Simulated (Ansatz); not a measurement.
Ag:

```xyz
3
Lattice="1.4730 0.8505 7.2046 -1.4730 0.8505 7.2046 0.0000 -1.7009 7.2046" Properties=species:S:1:pos:R:3 pbc="T T T"
Ag    0.0000    0.0000    4.8044
Ag    0.0000    0.0000   16.8096
Ag    0.0000    0.0000    0.0000
```

This isn't the form of Ag at room conditions, which is fcc.

Base run:

- Program: Ansatz 0.2.0
- Functional: LDA
- Potentials or basis: all-electron LAPW, scalar-relativistic
- Cutoff: 214 eV
- Density cutoff: 854 eV
- Basis error allowed: 0.002 eV/atom
- k mesh: 10 × 10 × 10
- Occupations: fermi-dirac, width 0.05 eV
- Spin: no spin polarisation

Its results: pressure -11.5 GPa.

Task: The run is repeated on the same cell with these changes: functional from LDA to PBEsol. What comes out?

Result: Pressure -7.2 GPa.

PBEsol binds less tightly than LDA, so the same cell stands under more pressure.

Not every run made on this cell is shown here.
